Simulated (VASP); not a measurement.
# SnTe (Fm-3m) in VASP: a series of runs

The runs below take SnTe through relaxation of cell and atoms, with PBE.

All numbers are computed with VASP 6.6.1; they aren't measurements. Logs are shortened: lines on timing, memory, paths and dates and some standing lists are left out, and cuts for length are marked.

### 1 Starting point

It takes space group Fm-3m (No. 225, cubic). The conventional cell has a = 6.302 Å, b = 6.302 Å, c = 6.302 Å, α = 90.00°, β = 90.00°, γ = 90.00°. Sn (site symmetry m-3m) is surrounded by 6 Te at 3.15 Å. Around Te (site symmetry m-3m) lie 6 Sn at 3.15 Å.

### 2 Relaxation of cell and atoms, PBE, non-collinear spin, zero start, spin-orbit coupling

Input file INCAR:

```
PREC = Accurate
ENCUT = 520
EDIFF = 1E-7
ISMEAR = 0
SIGMA = 0.02
LREAL = False
LASPH = True
NELM = 80
ALGO = Normal
ISIF = 3
LWAVE = False
LCHARG = False
MAGMOM = 0 0 0 0 0 0
LORBIT = 11
LSORBIT = True
GGA_COMPAT = False
GGA = PE
IBRION = 2
NSW = 80
EDIFFG = -0.002
KPAR = 4
```

Input file KPOINTS:

```
regular mesh
0
Gamma
  8 8 8
```

Input file POSCAR:

```
SnTe
1.0
    0.0000000000      3.1508500000      3.1508500000
    3.1508500000      0.0000000000      3.1508500000
    3.1508500000      3.1508500000      0.0000000000
Sn Te
1 1
Direct
    0.0000000000      0.0000000000      0.0000000000
    0.5000000000      0.5000000000      0.5000000000
```

Potentials or basis: VASP PAW PBE potentials, release 64 (Sn_d, Te).

On the command line:

```sh
cat potpaw_PBE.64/Sn_d/POTCAR potpaw_PBE.64/Te/POTCAR > POTCAR
mpirun -np 4 vasp_ncl > vasp.out
```

OUTCAR:

```text
PREC = Accurate
   ENCUT = 520
   EDIFF = 1E-7
   ISMEAR = 0
   LREAL = False
   LASPH = True
   NELM = 80
   ISIF = 3
   LORBIT = 11
   LSORBIT = True
   GGA = PE
   IBRION = 2
   NSW = 80
   EDIFFG = -0.002

 ion  position               nearest neighbor table
   1  0.000  0.000  0.000-   2 3.15   2 3.15   2 3.15   2 3.15   2 3.15   2 3.15
   2  0.500  0.500  0.500-   1 3.15   1 3.15   1 3.15   1 3.15   1 3.15   1 3.15

  LATTYP: Found a face centered cubic cell.
 ALAT       =     6.3017000000

  Lattice vectors:

 A1 = (   0.0000000000,   3.1508500000,   3.1508500000)
 A2 = (   3.1508500000,   0.0000000000,   3.1508500000)
 A3 = (   3.1508500000,   3.1508500000,   0.0000000000)

Analysis of symmetry for initial positions (statically):
=====================================================================
 Subroutine PRICEL returns:
 Original cell was already a primitive cell.

 Routine SETGRP: Setting up the symmetry group for a
 face centered cubic supercell.

 Subroutine GETGRP returns: Found 48 space group operations
 (whereof 48 operations were pure point group operations)
 out of a pool of 48 trial point group operations.

The static configuration has the point symmetry O_h .

Analysis of symmetry for dynamics (positions and initial velocities):
=====================================================================
 Subroutine PRICEL returns:
 Original cell was already a primitive cell.

 Routine SETGRP: Setting up the symmetry group for a
 face centered cubic supercell.

 Subroutine GETGRP returns: Found 48 space group operations
 (whereof 48 operations were pure point group operations)
 out of a pool of 48 trial point group operations.

The dynamic configuration has the point symmetry O_h .

Analysis of structural, dynamic, and magnetic symmetry:
=====================================================================
 Subroutine PRICEL returns:
 Original cell was already a primitive cell.

 Routine SETGRP: Setting up the symmetry group for a
 face centered cubic supercell.

 Subroutine GETGRP returns: Found 48 space group operations
 (whereof 48 operations were pure point group operations)
 out of a pool of 48 trial point group operations.

The overall configuration has the point symmetry O_h .

 Subroutine INISYM returns: Found 48 space group operations
 (whereof 48 operations are pure point group operations),
 and found     1 'primitive' translations

----------------------------------------------------------------------------------------

                                     Primitive cell

  volume of cell :      62.5624

  direct lattice vectors                    reciprocal lattice vectors
     0.000000000  3.150850000  3.150850000    -0.158687338  0.158687338  0.158687338
     3.150850000  0.000000000  3.150850000     0.158687338 -0.158687338  0.158687338
     3.150850000  3.150850000  0.000000000     0.158687338  0.158687338 -0.158687338

  length of vectors
     4.455974803  4.455974803  4.455974803     0.274854533  0.274854533  0.274854533

  position of ions in fractional coordinates (direct lattice)
     0.000000000  0.000000000  0.000000000
     0.500000000  0.500000000  0.500000000

  ion indices of the primitive-cell ions
   primitive index   ion index
                 1           1
                 2           2

----------------------------------------------------------------------------------------

 KPOINTS: regular mesh

Automatic generation of k-mesh.
 Grid dimensions read from file:
 generate k-points for:    8    8    8

[... 88 lines left out ...]
   GGA     = PE    functional components
   LHFCALC =     F    Hartree Fock is set to
   AEXX    =    0.0000 exact exchange contribution
   IVDW    =     0    specifies the selected vdW correction
   LEPSILON=     F    determine dielectric tensor
   LRPA    =     F    only Hartree local field effects (RPA)
 conjugate gradient relaxation of ions
 Gauss-broadening in eV      SIGMA  =   0.02
  energy-cutoff  :      520.00
  volume of cell :       62.56
 maximum number of plane-waves:      3416
 NGX is ok and might be reduce to    36
   NGX = 17   NGY = 17   NGZ = 17

--------------------------------------- Ionic step        1  -------------------------------------------

 number of electron      20.0000000 magnetization       0.0000000      0.0000000      0.0000000

 number of electron      19.9999998 magnetization      -0.0000000      0.0000000      0.0000000

 number of electron      19.9999998 magnetization       0.0000000     -0.0000000     -0.0000000

 Free energy of the ion-electron system (eV)
  ---------------------------------------------------
  ext. energy  EPLUGINS =         0.00000000
  ---------------------------------------------------
  free energy    TOTEN  =        -7.68904909 eV

  energy without entropy =       -7.68904909  energy(sigma->0) =       -7.68904909

------------------------ aborting loop because EDIFF is reached ----------------------------------------

  FORCE on cell =-STRESS in cart. coord.  units (eV):
  Direction    XX          YY          ZZ          XY          YZ          ZX
  --------------------------------------------------------------------------------------
  -------------------------------------------------------------------------------------
  Total        0.8992859      0.8992859      0.8992859      0.0000000      0.0000000     -0.0000000
  in kB       23.0300663     23.0300663     23.0300663      0.0000000      0.0000000     -0.0000000
  external PRESSURE =      23.0300663 kB  Pullay stress =       0.0000000 kB
[... 67 lines left out ...]
 number of electron      20.0000005 magnetization       0.0000000     -0.0000000      0.0000000

 number of electron      20.0000005 magnetization      -0.0000000      0.0000000     -0.0000000

 Free energy of the ion-electron system (eV)
  ---------------------------------------------------
  ext. energy  EPLUGINS =         0.00000000
  ---------------------------------------------------
  free energy    TOTEN  =        -7.71123892 eV

  energy without entropy =       -7.71123869  energy(sigma->0) =       -7.71123881

 E-fermi :   6.3245     XC(G=0):  -9.2696

 val. band max:        6.2727811205   @ k =   0.5000   0.0000   0.0000
 cond. band min:       6.3761341306   @ k =   0.5000   0.0000   0.0000
 fundamental gap:      0.1033530101
 Fermi energy:         6.3244577152

 k-point     1 :       0.0000    0.0000    0.0000
  band No.  band energies     occupation
      1     -16.1542      1.00000
      2     -16.1542      1.00000
      3     -16.1542      1.00000
      4     -16.1542      1.00000
      5     -15.1184      1.00000
      6     -15.1184      1.00000
[... 733 lines left out ...]
     27      12.3800      0.00000
     28      12.3800      0.00000

 [... further k-points ...]

------------------------ aborting loop because EDIFF is reached ----------------------------------------

  FORCE on cell =-STRESS in cart. coord.  units (eV):
  Direction    XX          YY          ZZ          XY          YZ          ZX
  --------------------------------------------------------------------------------------
  -------------------------------------------------------------------------------------
  Total        0.0036035      0.0036035      0.0036035     -0.0000000     -0.0000000     -0.0000000
  in kB        0.0877545      0.0877545      0.0877545     -0.0000000     -0.0000000     -0.0000000
  external PRESSURE =       0.0877545 kB  Pullay stress =       0.0000000 kB
[... 17 lines left out ...]
  FREE ENERGIE OF THE ION-ELECTRON SYSTEM (eV)
  ---------------------------------------------------
  free  energy   TOTEN  =        -7.7112389162 eV

  energy  without entropy=       -7.7112386939  energy(sigma->0) =       -7.71123881

 reached required accuracy - stopping structural energy minimisation

 Spin-Orbit-Coupling matrix elements

 Ion:    1  E_soc:     -0.0958314
 l=   1
     0.0000000    -0.0098187    -0.0098187
    -0.0098187     0.0000000    -0.0098187
    -0.0098187    -0.0098187     0.0000000
 l=   2
     0.0000000    -0.0012196     0.0000000    -0.0012196    -0.0049336
    -0.0012196     0.0000000    -0.0037002    -0.0012196    -0.0012334
     0.0000000    -0.0037002     0.0000000    -0.0037002     0.0000000
    -0.0012196    -0.0012196    -0.0037002     0.0000000    -0.0012334
    -0.0049336    -0.0012334     0.0000000    -0.0012334     0.0000000
 l=   3
     0.0000000     0.0000000     0.0000000     0.0000000     0.0000000     0.0000000     0.0000000
     0.0000000     0.0000000     0.0000000     0.0000000     0.0000000     0.0000000     0.0000000
     0.0000000     0.0000000     0.0000000     0.0000000     0.0000000     0.0000000     0.0000000
     0.0000000     0.0000000     0.0000000     0.0000000     0.0000000     0.0000000     0.0000000
     0.0000000     0.0000000     0.0000000     0.0000000     0.0000000     0.0000000     0.0000000
     0.0000000     0.0000000     0.0000000     0.0000000     0.0000000     0.0000000     0.0000000
     0.0000000     0.0000000     0.0000000     0.0000000     0.0000000     0.0000000     0.0000000

 Ion:    2  E_soc:     -0.2059399
 l=   1
     0.0000000    -0.0343219    -0.0343219
    -0.0343219     0.0000000    -0.0343219
    -0.0343219    -0.0343219     0.0000000
 l=   2
     0.0000000    -0.0000110     0.0000000    -0.0000110     0.0000096
    -0.0000110     0.0000000     0.0000072    -0.0000110     0.0000024
     0.0000000     0.0000072     0.0000000     0.0000072     0.0000000
    -0.0000110    -0.0000110     0.0000072     0.0000000     0.0000024
     0.0000096     0.0000024     0.0000000     0.0000024     0.0000000
 l=   3
     0.0000000     0.0000000     0.0000000     0.0000000     0.0000000     0.0000000     0.0000000
     0.0000000     0.0000000     0.0000000     0.0000000     0.0000000     0.0000000     0.0000000
     0.0000000     0.0000000     0.0000000     0.0000000     0.0000000     0.0000000     0.0000000
     0.0000000     0.0000000     0.0000000     0.0000000     0.0000000     0.0000000     0.0000000
     0.0000000     0.0000000     0.0000000     0.0000000     0.0000000     0.0000000     0.0000000
     0.0000000     0.0000000     0.0000000     0.0000000     0.0000000     0.0000000     0.0000000
     0.0000000     0.0000000     0.0000000     0.0000000     0.0000000     0.0000000     0.0000000

 total charge

# of ion       s       p       d       tot
------------------------------------------
    1        1.371   0.705   9.977  12.053
    2        1.383   1.955   0.025   3.364
--------------------------------------------------
tot          2.754   2.660  10.002  15.417

 magnetization (x)

# of ion       s       p       d       tot
------------------------------------------
    1        0.000  -0.000  -0.000  -0.000
    2       -0.000   0.000   0.000  -0.000
--------------------------------------------------
tot         -0.000  -0.000  -0.000  -0.000

 magnetization (y)

# of ion       s       p       d       tot
------------------------------------------
    1        0.000  -0.000  -0.000  -0.000
    2       -0.000  -0.000   0.000  -0.000
--------------------------------------------------
tot         -0.000  -0.000  -0.000  -0.000

 magnetization (z)

# of ion       s       p       d       tot
------------------------------------------
    1       -0.000  -0.000   0.000   0.000
    2       -0.000   0.000   0.000  -0.000
--------------------------------------------------
tot         -0.000  -0.000   0.000  -0.000
```

It took 1.7 min on 4 MPI ranks of Intel Xeon 6975P-C (Granite Rapids), shared host; peak memory 0.44 GiB.

What came out:

```
Free energy                                           : -7.7112 eV
Relaxed volume                                        : 32.90 Å³/atom
Relaxed cell                                          : a = 4.531 Å, b = 4.531 Å, c = 4.531 Å, α = 60.00°, β = 60.00°, γ = 60.00°
Space group after relaxing (to 0.05 Å)                : Fm-3m (No. 225)
Energy gained by relaxing                             : 11.1 meV/atom
Ionic steps                                           : 3
Pressure after relaxing                               : 0.0 GPa
Net moment                                            : 0.00 μB per cell
Valence electrons inside the program's atomic spheres : Sn 12.05; Te 3.36
```

The path:
```csv
step,energy change (eV),largest force (eV/Å),pressure (GPa),volume (Å³)
1,0.0000,0.0000,2.30,62.56
2,-0.0206,0.0000,-0.55,66.72
3,-0.0222,0.0000,0.01,65.79
```

Final structure:
```cif
data_structure
_symmetry_space_group_name_H-M 'P 1'
_symmetry_Int_Tables_number 1
_cell_length_a 4.5313
_cell_length_b 4.5313
_cell_length_c 4.5313
_cell_angle_alpha 60.000
_cell_angle_beta 60.000
_cell_angle_gamma 60.000
_cell_volume 65.79
loop_
_atom_site_label
_atom_site_type_symbol
_atom_site_fract_x
_atom_site_fract_y
_atom_site_fract_z
_atom_site_occupancy
Sn1 Sn 0.00000 0.00000 0.00000 1
Te1 Te 0.50000 0.50000 0.50000 1
```

Moments on the atoms (μB; x, y, z):
```
Sn  0.00 0.00 0.00
Te  0.00 0.00 0.00
```

PBE usually gives volumes a little too large and moduli too small. Zero-point motion and thermal expansion aren't in these numbers.

### 3 Relaxation of cell and atoms, PBE, non-collinear spin, zero start, spin-orbit coupling

This run uses another cell than the first one, of 32.90 Å³/atom, 1.052 times its volume.

INCAR is that of step 2.

KPOINTS is that of step 2.

Input file POSCAR:

```
SnTe                                    
1.0
   -0.0000000000      3.2041451614      3.2041451614
    3.2041451614      0.0000000000      3.2041451614
    3.2041451614      3.2041451614     -0.0000000000
  Sn              Te            
     1     1
Direct
     0.0000000000000000    0.0000000000000000    0.0000000000000000
     0.5000000000000000    0.5000000000000000    0.5000000000000000
```

Potentials or basis: VASP PAW PBE potentials, release 64 (Sn_d, Te).

On the command line:

```sh
cat potpaw_PBE.64/Sn_d/POTCAR potpaw_PBE.64/Te/POTCAR > POTCAR
mpirun -np 4 vasp_ncl > vasp.out
```

It took 39 s on 4 MPI ranks of Intel Xeon 6975P-C (Granite Rapids), shared host; peak memory 0.42 GiB.

The run converged. Its results:

| Item | Value |
| --- | --- |
| Free energy | -7.7118 eV |
| Pressure after relaxing | 0.0 GPa |
| Net moment | 0.00 μB per cell |
| Valence electrons inside the program's atomic spheres | Sn 12.05; Te 3.36 |

Final structure:
```
CELL_PARAMETERS angstrom
0.00000 3.20415 3.20415
3.20415 0.00000 3.20415
3.20415 3.20415 0.00000
ATOMIC_POSITIONS crystal
Sn 0.00000 0.00000 0.00000
Te 0.50000 0.50000 0.50000
```

Moments on the atoms (μB; x, y, z):
```
Sn  0.00 0.00 0.00
Te  0.00 0.00 0.00
```

Caveat: the relaxation stopped at its first step, so nothing moved.
